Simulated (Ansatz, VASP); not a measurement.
Two plane-wave programs on Zr

Contents of INCAR:

```
PREC = Accurate ; ENCUT = 520
EDIFF = 1E-6 ; ISMEAR = -1
SIGMA = 0.1 ; LREAL = False
LASPH = True ; NELM = 80
ALGO = Normal ; ISIF = 2
LWAVE = False ; LCHARG = False
GGA = PE ; NBANDS = 12
```

Contents of KPOINTS:

```
Automatic mesh
0
Gamma
  14 14 14
```

File POSCAR:

```
Zr
1.0
   -1.8130869833      1.8130869833      1.8130869833
    1.8130869833     -1.8130869833      1.8130869833
    1.8130869833      1.8130869833     -1.8130869833
Zr
1
Direct
    0.0000000000      0.0000000000      0.0000000000
```

Input for Ansatz:

```yaml
crystal:
  lattice:
    - [-1.8130869833, 1.8130869833, 1.8130869833]
    - [1.8130869833, -1.8130869833, 1.8130869833]
    - [1.8130869833, 1.8130869833, -1.8130869833]
  atoms:
    - { symbol: Zr, position: [0.0, 0.0, 0.0] }
hamiltonian:
  xc: pbe
  pseudopotentials:
    kind: paw
    azcp:
      Zr: "pseudopotentials/Zr.paw.azcp"
basis:
  ecutwfc: 420
  fft_grid_basis: typed
kpoints:
  mp_grid: { grid: [14, 14, 14], shift: [0, 0, 0] }
magnetization:
  spin_polarized: false
scf:
  occupations: { method: fermi_dirac, width: 0.1 }
  lower_state_search: "off"
output:
  stress: true
```

Alike in both runs: task single point; functional PBE; k mesh 14 × 14 × 14; occupations fermi-dirac, width 0.1 eV; no spin polarisation.

|  | VASP | Ansatz |
| --- | --- | --- |
| version | VASP 6.6.1 | Ansatz 0.2.0 |
| potentials or method | VASP PAW PBE potentials, release 64 (Zr_sv) | plane waves (420 eV) with PAW, scalar-relativistic |
| plane-wave cutoff (eV) | 520 | 420 |
| valence electrons in the cell | 12 | 12 |

|  | VASP | Ansatz | Ansatz less VASP |
| --- | --- | --- | --- |
| pressure (GPa) | -3.3 | -3.3 | -0.02 |

The functional is the same, so the differences come from potentials, cutoffs and numerics.
